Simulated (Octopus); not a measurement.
# Sn (I4/mmm) in Octopus: reference runs

How does Sn come out in PBE? The cell is run as given and disturbed.

Everything below comes from runs of Octopus 16.4. Logs are shortened: lines on timing, memory, paths and dates and some standing lists are left out, and cuts for length are marked.

### 1 The crystal as given

Symmetry: I4/mmm, No. 139, tetragonal system. The conventional cell has a = 4.058 Å, b = 4.058 Å, c = 3.322 Å, α = 90.00°, β = 90.00°, γ = 90.00°. Sn (site symmetry 4/mmm) has 10 Sn at 3.32 Å as nearest neighbours.

This isn't the form of Sn at room conditions, which is tetragonal (white tin).

### 2 Single point, PBE

The input, inp:

```
CalculationMode = gs
UnitsOutput = eV_Angstrom
PeriodicDimensions = 3
ExperimentalFeatures = yes
PseudopotentialSet = pseudodojo_pbe
%LatticeParameters
 1*angstrom | 1*angstrom | 1*angstrom
%
%LatticeVectors
 -2.029189411 | 2.029189411 | 1.6607599896
 2.029189411 | -2.029189411 | 1.6607599896
 2.029189411 | 2.029189411 | -1.6607599896
%
%ReducedCoordinates
 "Sn" | 0 | 0 | 0
%
%Spacing
 0.13815088*angstrom | 0.13815088*angstrom | 0.13815088*angstrom
%
DerivativesOrder = 8
%KPointsGrid
 10 | 10 | 10
%
KPointsUseSymmetries = yes
XCFunctional = gga_x_pbe + gga_c_pbe
SmearingFunction = fermi_dirac
Smearing = 0.05*eV
ExtraStates = 5
Eigensolver = chebyshev_filter
ConvRelDens = 3e-7
MaximumIter = 120
```

Potentials or basis: pseudodojo_pbe (PseudoDojo 0.5, PBE).

The run is started by

```bash
$ OMP_NUM_THREADS=1 octopus > out.log
```

out.log:

```text
Running octopus

[... 17 lines left out ...]

****************************** Species *******************************
  Species 'Sn'
    type             : pseudopotential
    file             : 'Sn.upf'
    file format      : UPF2
    valence charge   : 14.0
    atomic number    :  50
    form on file     : kleinman-bylander
    lmax             : 2
    llocal           : -1
    projectors per l : 2
    total projectors : 6
    application form : kleinman-bylander
    orbitals         :  9
    bound orbitals   :  9

**********************************************************************

***************************** Symmetries *****************************
Space group No.  139
International: I4/mmm
Schoenflies: D4h^17
Info: The system has    16 symmorphic symmetries that can be used.
  Index                Rotation matrix                      Fractional translations
    1 :     1   0   0     0   1   0     0   0   1      0.000000    0.000000    0.000000
    2 :    -1   0   0     0  -1   0     0   0  -1      0.000000    0.000000    0.000000
    3 :     0   0  -1     1   1   1     0  -1   0      0.000000    0.000000    0.000000
    4 :     0   0   1    -1  -1  -1     0   1   0      0.000000    0.000000    0.000000
    5 :     0   1   0     1   0   0    -1  -1  -1      0.000000    0.000000    0.000000
    6 :     0  -1   0    -1   0   0     1   1   1      0.000000    0.000000    0.000000
[... 8 lines left out ...]
   15 :    -1   0   0     0  -1   0     1   1   1      0.000000    0.000000    0.000000
   16 :     1   0   0     0   1   0    -1  -1  -1      0.000000    0.000000    0.000000
Info: The system also has     0 nonsymmorphic symmetries (not used for electrons).
**********************************************************************

Input: [CurvMethod = curv_affine]
Input: [DerivativesStencil = stencil_stargeneral]

****************************** Lattice *******************************
  Lattice Vectors [A]
   -2.029189    2.029189    1.660760
    2.029189   -2.029189    1.660760
    2.029189    2.029189   -1.660760
  Cell volume =            27.3534 [A^3]
  Reciprocal-Lattice Vectors [A^-1]
   -0.000000    1.548201    1.891660
    1.548201   -0.000000    1.891660
    1.548201    1.548201   -0.000000
  Cell angles [degree]
    alpha =  104.530
    beta  =  104.530
    gamma =  119.882
**********************************************************************

Checking if the generated full k-point grid is symmetric

   102 k-points generated from parameters :
 ---------------------------------------------------
    n =   10   10   10

    s1  =  0.00  0.00  0.00

   index |      weight  |             coordinates              |
       1 |     0.001000 |    0.000000    0.000000    0.000000  |
       2 |     0.008000 |    0.100000    0.000000    0.000000  |
       3 |     0.004000 |    0.000000    0.000000    0.100000  |
       4 |     0.008000 |    0.100000    0.100000    0.000000  |
       5 |     0.016000 |    0.100000    0.000000    0.100000  |
       6 |     0.008000 |    0.100000    0.100000    0.100000  |
[... 94 lines left out ...]
     101 |     0.004000 |   -0.400000    0.400000    0.500000  |
     102 |     0.001000 |    0.500000    0.500000    0.500000  |

Input: [SmearingFunction = fermi_dirac]
Input: [SymmetrizeDensity = yes]

******************************* States *******************************
Total electronic charge  =       14.000
Number of states         =       12
States block-size        =        4
**********************************************************************
[... 5 lines left out ...]
Simulation Box:
  Type = parallelepiped
  Lengths [A] = (   3.316,   3.316,   3.316)
Main mesh:
  Spacing [A] = ( 0.138, 0.138, 0.138)    volume/point [A^3] =      0.00198
  # inner mesh =      13824
  # total mesh =      51606
  Grid Cutoff [eV] =  1970.222810    Grid Cutoff [Ry] =   144.808718
**********************************************************************

[... 22 lines left out ...]
**********************************************************************

Info: FFT grid dimensions       = 24 x 24 x 24
      Total grid size           = 13824 (      0.1 MiB )
Input: [FilterPotentials = filter_TS]
Info: Pseudopotential for Sn
  Radii for localized parts:
    local part     =  1.3 A
    non-local part =  1.5 A
    orbitals       =  6.2 A

Input: [RelativisticCorrection = non_relativistic]
[... 33 lines left out ...]
** Warning:
**   Cannot do LCAO for all states because there are not enough atomic orbitals.
**   Required: 12. Available: 9. 3 orbitals will be randomized.

Info: Unnormalized total charge =     13.999174
Info: Renormalized total charge =     14.000000

** Warning:
**   Symmetrization discrepancy ratio (scalar) =  3.36411E-05

Info: Setting up Hamiltonian.
Info: Performing initial LCAO calculation with      9 orbitals.
Info: Getting Hamiltonian matrix elements.

Eigenvalues [eV]
 #st  Spin   Eigenvalue      Occupation
#k =       1, k = (  0.000000,  0.000000,  0.000000)
   1   --   -15.179492       2.000000
   2   --   -15.103820       2.000000
   3   --   -15.103165       2.000000
   4   --   -15.100107       2.000000
   5   --   -14.975183       2.000000
   6   --    -4.926393       2.000000
   7   --    13.263219       2.000000
   8   --    13.264889       2.000000
   9   --    15.492431       2.000000
#k =       2, k = (  0.100000,  0.000000,  0.000000)
   1   --   -14.823343       2.000000
   2   --   -14.699567       2.000000
   3   --   -14.396657       2.000000
   4   --   -14.347294       2.000000
   5   --   -14.229925       2.000000
   6   --    -4.682105       2.000000
   7   --    13.496854       2.000000
   8   --    13.511108       2.000000
   9   --    15.713329       2.000000
[... 100 further k-points ...]
Fermi energy =    17.487733 eV
Generating random wavefunctions for states       10 and above
Orthogonalizing wavefunctions.
Info: Ground-state restart information will be written to 'restart/gs'.
Info: SCF using complex wavefunctions.
Info: Starting SCF iteration.

** Warning:
**   Symmetrization discrepancy ratio (scalar) =  1.29248E-02

*********************** SCF CYCLE ITER #    1 ************************
 etot  = -2.13865519E+03 abs_ev   =  1.21E+02 rel_ev   =  8.39E-01
 ediff =        7.86E+01 abs_dens =  2.17E-01 rel_dens =  1.55E-02
Matrix vector products: 2550
Converged eigenvectors: 0

#  State  KPoint  Eigenvalue [eV]  Occupation    Error
      1     102      -15.220733    2.000000   ( 3.3E-03)
      1     101      -15.214188    2.000000   ( 2.1E-03)
      1      77      -15.210464    2.000000   ( 1.7E-03)
      1      98      -15.207832    2.000000   ( 2.0E-03)
      1      47      -15.204052    2.000000   ( 1.6E-03)
      1      49      -15.199942    2.000000   ( 1.3E-03)
      1     100      -15.198943    2.000000   ( 2.5E-03)
      1      97      -15.196914    2.000000   ( 2.7E-03)

  [output of 698 eigenvalues skipped: maximum error = 8.1E-02]
[... 21 lines left out ...]
     12      61       25.418740    0.000000   ( 1.7E-01)
     12      92       25.648872    0.000000   ( 2.1E-01)
     12     100       25.828530    0.000000   ( 1.8E-01)
     12      98       25.997906    0.000000   ( 1.9E-01)
     12      80       26.244426    0.000000   ( 1.7E-01)
     12     101       26.792815    0.000000   ( 1.6E-01)
     12      97       26.889695    0.000000   ( 2.2E-01)
     12     102       27.869248    0.000000   ( 1.1E-01)

Density of states:

%---------------------------------------------------------------------
%---------------------------------------------------------------------
%---------------------------------------------------------------------
%---------------------------------------------------------------------
%---------------------------------------------------------------------
%---------------------------------------------------------------------
%---------------------------------------------------------------------
%---------------------------------------------------------------------
%---------------------------------------------------------------------
%---------------------------------------%------------%----------------
                                  ^

Fermi energy =     6.171565 eV

**********************************************************************

*********************** SCF CYCLE ITER #    2 ************************
 etot  = -2.14023638E+03 abs_ev   =  1.80E+00 rel_ev   =  1.23E-02
 ediff =        5.81E-02 abs_dens =  6.70E-02 rel_dens =  4.78E-03
Matrix vector products: 2550
Converged eigenvectors: 0
[... 115 lines left out ...]
*********************** SCF CYCLE ITER #   12 ************************
 etot  = -2.14439811E+03 abs_ev   =  7.27E-05 rel_ev   =  4.87E-07
 ediff =        5.68E-06 abs_dens =  2.21E-06 rel_dens =  1.58E-07
Matrix vector products: 2550
Converged eigenvectors: 0

#  State  KPoint  Eigenvalue [eV]  Occupation    Error
      1     102      -15.651712    2.000000   ( 1.2E-07)
      1     101      -15.645346    2.000000   ( 1.2E-07)
      1      77      -15.642469    2.000000   ( 9.7E-08)
      1      98      -15.639275    2.000000   ( 1.2E-07)
      1      47      -15.636318    2.000000   ( 9.8E-08)
      1      49      -15.632240    2.000000   ( 8.3E-08)
      1     100      -15.630695    2.000000   ( 1.2E-07)
      1      50      -15.629270    2.000000   ( 9.8E-08)

  [output of 697 eigenvalues skipped: maximum error = 2.7E-06]
[... 21 lines left out ...]
     12      45       22.615929    0.000000   ( 9.5E-02)
     12      82       22.675382    0.000000   ( 9.4E-02)
     12      64       22.724607    0.000000   ( 1.8E-02)
     12      99       23.469249    0.000000   ( 2.7E-02)
     12     100       23.843887    0.000000   ( 2.0E-02)
     12      98       24.689618    0.000000   ( 8.8E-02)
     12     101       24.800959    0.000000   ( 7.9E-02)
     12     102       25.922659    0.000000   ( 6.4E-02)

Density of states:

%---------------------------------------------------------------------
%---------------------------------------------------------------------
%---------------------------------------------------------------------
%---------------------------------------------------------------------
%---------------------------------------------------------------------
%---------------------------------------------------------------------
%---------------------------------------------------------------------
%---------------------------------------------------------------------
%---------------------------------------------------------------------
%--------------------------------------%--%-------%%---%%-------------
                                    ^

Fermi energy =     5.932290 eV

**********************************************************************

Info: SCF converged in   12 iterations

** Warning:
**   Some of the states are not fully converged!

Info: Number of matrix-vector products:      30600
Info: Finished writing information to 'restart/gs'.

Octopus emitted 16 warnings.
```

It took 6.1 min on 1 thread of Arm Neoverse V1, shared host; peak memory 1.2 GiB.

Results:

- Free energy: -2144.4029 eV
- Band gap on the k mesh: none (metal or under the smearing width)

### 3 Single point, PBE (cell strained at random at fixed volume)

Changes to inp since step 2:

```diff
@@ -9,11 +9,11 @@
 %LatticeVectors
- -2.029189411 | 2.029189411 | 1.6607599896
- 2.029189411 | -2.029189411 | 1.6607599896
- 2.029189411 | 2.029189411 | -1.6607599896
+ -1.969227 | 2.056227 | 1.622007
+ 2.044546 | -2.0389 | 1.692864
+ 1.978548 | 2.048221 | -1.600837
 %
 %ReducedCoordinates
- "Sn" | 0 | 0 | 0
+ "Sn" | 0.008151 | 0.001132 | -0.000622
 %
 %Spacing
- 0.13815088*angstrom | 0.13815088*angstrom | 0.13815088*angstrom
+ 0.13652960*angstrom | 0.13946245*angstrom | 0.13612023*angstrom
 %
```

Potentials or basis: pseudodojo_pbe (PseudoDojo 0.5, PBE).

The run is started by

```bash
$ OMP_NUM_THREADS=1 octopus > out.log
```

Run time: 32 min. Hardware: 1 thread of Arm Neoverse V1, shared host; peak memory 5.6 GiB.

It converged, with:

- Free energy: -2144.4074 eV
- Band gap on the k mesh: none (metal or under the smearing width)

Levels at points of the mesh, in eV from the Fermi level:
```
           k point  band 5  band 6  band 7  band 8  band 9  band 10
(0.00, 0.00, 0.00)  -21.39  -11.04    6.69    6.84    9.23    10.21
(0.50, 0.00, 0.00)  -21.34   -5.87   -4.21    3.13    4.71     7.00
(0.00, 0.50, 0.00)  -21.35   -6.05   -4.25    3.34    4.42     7.32
(0.00, 0.00, 0.50)  -21.34   -7.31   -4.68    5.85    7.89    10.25
(0.50, 0.50, 0.00)  -21.34   -7.25   -4.67    5.71    7.91    10.00
(0.50, 0.00, 0.50)  -21.32   -5.34   -3.97    2.63    4.04     6.66
(0.00, 0.50, 0.50)  -21.34   -5.72   -4.15    2.94    4.66     6.81
(0.50, 0.50, 0.50)  -21.32   -3.42   -1.73   -1.41    2.64     3.06
```
